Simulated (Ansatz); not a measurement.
TiAl under changes of volume

One of the cells (16.065 Å³/atom); the others are scaled copies at fixed shape and fractional positions:

```
Ti Al
1.0
     3.17906    0.00000    0.00000
     0.00000    3.17906    0.00000
     0.00000    0.00000    3.17906
Ti Al
1 1
Direct
  0.00000 0.00000 0.00000
  0.50000 0.50000 0.50000
```

The cell comes from a database or a generator and needn't be the stable form of this composition.

- Program: Ansatz 0.2.0
- Functional: LDA
- Potentials or basis: Ansatz PAW
- Cutoff: 420 eV (not typed: the program's choice for these potentials)
- k mesh: 8 × 8 × 8
- Occupations: fermi-dirac, width 0.05 eV
- Spin: no spin polarisation

```csv
volume (Å³/atom),energy over the lowest point (meV/atom),pressure (GPa)
15.101,0.00,1.3
15.422,?,?
15.743,5.41,-3.7
16.065,15.15,-5.8
16.386,28.95,-7.7
16.707,46.43,-9.5
17.028,67.18,-11.0
```

What does the run at 15.422 Å³/atom give?

Energy over the lowest point 0.20 meV/atom; pressure -1.3 GPa.

Worked out: A Birch-Murnaghan fit of order 3 (a polynomial in V^(-2/3)) to the other rows has its minimum at 15.25 Å³/atom with B0 = V·E''(V) = 126 GPa and B' = 4.0. It gives 0.20 meV/atom at 15.422 Å³/atom, against the run's 0.20, and -dE/dV = -1.4 GPa, against -1.3.

Energies are extrapolated to zero smearing.

Caveats: the PAW data sets come from PBE, with cores solved anew for the run's functional, which leaves a small shift of forces and pressure.
